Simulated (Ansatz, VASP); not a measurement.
Nb2H: VASP beside Ansatz

File INCAR:

```
ALGO = Normal
EDIFF = 1E-6
EDIFFG = -0.04
ENCUT = 600
GGA = PE
IBRION = 2
ISIF = 3
ISMEAR = 0
LASPH = T
LCHARG = F
LREAL = F
LWAVE = F
NELM = 100
NSW = 90
PREC = Accurate
SIGMA = 0.1
```

The input KPOINTS:

```
k-points
0
Gamma
  4 4 4
```

Contents of POSCAR:

```
Nb2H
1.0
    4.4605451400      0.0000000000      0.0000000000
    0.0000000000      4.4605451400      0.0000000000
    0.0000000000      0.0000000000      4.4605451400
Nb H
4 2
Direct
    0.2500000000      0.2500000000      0.7500000000
    0.7500000000      0.2500000000      0.2500000000
    0.2500000000      0.7500000000      0.2500000000
    0.7500000000      0.7500000000      0.7500000000
    0.5000000000      0.5000000000      0.5000000000
    0.0000000000      0.0000000000      0.0000000000
```

Input for Ansatz:

```yaml
crystal:
  lattice:
    - [4.46054514, 0.0, 0.0]
    - [0.0, 4.46054514, 0.0]
    - [0.0, 0.0, 4.46054514]
  atoms:
    - { symbol: Nb, position: [0.25, 0.25, 0.75] }
    - { symbol: Nb, position: [0.75, 0.25, 0.25] }
    - { symbol: Nb, position: [0.25, 0.75, 0.25] }
    - { symbol: Nb, position: [0.75, 0.75, 0.75] }
    - { symbol: H, position: [0.5, 0.5, 0.5] }
    - { symbol: H, position: [0.0, 0.0, 0.0] }
basis:
  ecutwfc: 420
kpoints:
  mp_grid: { grid: [4, 4, 4] }
hamiltonian:
  xc: pbe
scf:
  occupations: { method: gaussian, width: 0.1 }
  lower_state_search: "off"
output:
  forces: true
  stress: true
  eigenvalues: true
relax:
  adjacent_minimum: "off"
  f_tol: 0.04
  max_steps: 70
  cell: { stress_tol: 0.4 }
```

Change from the starting cell: species swapped into the Cu2O type (Pn-3m, No. 224).

Alike in both runs: task relaxation of cell and atoms; functional PBE; k mesh 4 × 4 × 4; occupations gaussian, width 0.1 eV; no spin polarisation.

|  | VASP | Ansatz |
| --- | --- | --- |
| version | VASP 6.6.1 | Ansatz 0.2.0 |
| potentials or method | VASP PAW PBE potentials, release 64 (Nb_sv, H) | scalar-relativistic, plane waves, PAW |
| plane-wave cutoff (eV) | 600 | 420 |
| valence electrons in the cell | 54 | 54 |

Ansatz gave:

| Property | Result |
| --- | --- |
| gap on the k mesh at the Fermi level, each at its own relaxed structure (eV) | none |
| relaxed volume (Å³/atom) | 13.70 |
| relaxed cell length with the largest relative difference (Å) | 4.348 |
| energy change over the relaxation (meV/atom) | -41 |

Problem. Which values does VASP return?

Solution. gap on the k mesh at the Fermi level, each at its own relaxed structure (eV): none; relaxed volume (Å³/atom): 13.68; relaxed cell length with the largest relative difference (Å): 4.346; energy change over the relaxation (meV/atom): -43.

A gap of «none» marks a metal or a gap that the smearing closes.
